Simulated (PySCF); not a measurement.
Compound: norbornene, C₇H₁₀.
Z-matrix (Å and degrees, PBE0-D3(BJ)/def2-SVP geometry), rows numbered from 1:
```
C 
C   1  1.3408
C   2  1.5143  1  107.31
C   3  1.5565  2  106.01  1   -70.60
C   4  1.5486  3  102.87  2    67.46
C   1  1.5143  2  107.32  3     0.00
C   6  1.5364  1  100.31  2   -33.53
H   1  1.0919  2  127.22  3   173.01
H   2  1.0919  1  127.23  3  -173.00
H   3  1.0984  2  116.24  1   161.12
H   4  1.0995  3  111.82  2   -54.24
H   4  1.1011  3  110.35  2  -173.65
H   5  1.1011  4  111.37  3   118.18
H   5  1.0995  4  113.14  3  -120.78
H   6  1.0984  1  116.24  2  -161.13
H   7  1.0999  3  112.85  2    66.25
H   7  1.1023  3  113.47  2  -168.06
```

Theory: PySCF, TDDFT wB97X-D/def2-SVPD, vertical, gas phase, core orbitals frozen in the response.

Problem. List the vertical singlet excitations with oscillator strengths and describe the spectrum.

Solution. 

| state | E (eV) | ν̃ (cm⁻¹) | f | \|μ\| (D) | symmetry | main configurations (H = HOMO, L = LUMO) |
| --- | --- | --- | --- | --- | --- | --- |
| S1 | 6.62 | 53360 | 0.131 | 2.28 | A″ | H→L (96%) |
| S2 | 7.04 | 56750 | 0.045 | 1.31 | A′ | H→L+1 (82%), H→L+3 (13%) |
| S3 | 7.63 | 61520 | 0.012 | 0.64 | A′ | H-1→L (88%) |
| S4 | 7.99 | 64480 | 0.0002 | 0.09 | – | H→L+3 (69%), H→L+1 (13%), H→L+8 (8%) |
| S5 | 8.00 | 64550 | 0.0001 | 0.05 | – | H→L+2 (86%), H→L+6 (12%) |
| S6 | 8.23 | 66420 | 0.0086 | 0.52 | A′ | H→L+4 (68%), H→L+8 (15%) |
| S7 | 8.49 | 68510 | 0.0070 | 0.47 | A″ | H-4→L (52%), H-5→L (27%), H-8→L (8%) |
| S8 | 8.50 | 68580 | 0.019 | 0.77 | A′ | H-2→L (85%) |
| S9 | 8.57 | 69110 | 0.027 | 0.90 | A′ | H→L+5 (83%) |
| S10 | 8.61 | 69420 | 0.014 | 0.66 | A′ | H→L+8 (61%), H→L+4 (19%) |

Triplets (Tamm–Dancoff): T1 4.17 eV, H→L (89%); T2 7.02 eV, H→L+1 (82%), H→L+3 (12%); T3 7.26 eV, H-1→L (82%); T4 7.94 eV, H→L+3 (60%), H→L+8 (15%), H→L+1 (11%).

The lowest singlet comes at 187 nm (638 kJ/mol) in the vacuum ultraviolet; it is of moderate strength; its leading configuration is HOMO→LUMO (96%). The lowest level is also the most intense of those listed (f = 0.131). S4/S5 and S7/S8 lie within about 0.01 eV of each other in each set. Löwdin shares by element: HOMO carbon 76% or more (atoms not listed hold the other 24%); LUMO carbon 59% or more, hydrogen 11% or more (atoms not listed hold the other 29%). The oscillator strengths of these states sum to 0.264; summed over the whole spectrum of an exact calculation they would give the number of electrons, 52 (Thomas–Reiche–Kuhn). Orbital energies (eV): HOMO-3 -11.31, HOMO-2 -11.08, HOMO-1 -10.40, HOMO -8.67, LUMO 2.13, LUMO+1 2.43, LUMO+2 3.21. The listed states span 1.99 eV, and the widest gap between neighbours is 0.59 eV (S2 to S3). The vertical ionisation energy (ΔSCF) is 8.85 eV, 0.24 eV above S10. Symmetry labels in Cs follow from the direction of the transition dipole and are given only for states with f of 0.002 or more. Only the lowest 10 singlets were computed, as vertical energies without vibronic structure.
